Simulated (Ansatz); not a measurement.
Relaxing LiH in the zincblende type

First guess:

```xyz
2
Lattice="0.0000 2.2323 2.2323 2.2323 0.0000 2.2323 2.2323 2.2323 0.0000" Properties=species:S:1:pos:R:3 pbc="T T T"
Li    0.0000    0.0000    0.0000
H     1.1161    1.1161    1.1161
```

The calculation used DFT, PBE, PAW with Ansatz's default frozen-core files, scalar-relativistic (Ansatz 0.2.0).

Cell and atoms relax within the symmetry of the start on a 13×13×13 k mesh with 0.05 eV Fermi–Dirac smearing.

The start is built from a prototype, known or not as a phase of this compound; the cutoff is 420 eV.

**Question.** What is the pressure of the first guess?

**Answer.** -2.70 GPa.

**Question.** What does it relax to?

**Answer.** a = 4.290 Å, b = 4.290 Å, c = 4.290 Å, α = 90.00°, β = 90.00°, γ = 90.00° (conventional cell), 9.87 Å³ per atom:
```
CELL_PARAMETERS angstrom
0.00000 2.14485 2.14485
2.14485 0.00000 2.14485
2.14485 2.14485 0.00000
ATOMIC_POSITIONS crystal
Li 0.00000 0.00000 0.00000
H 0.25000 0.25000 0.25000
```

**Question.** How much energy does the relaxation release?

**Answer.** 12 meV/atom.
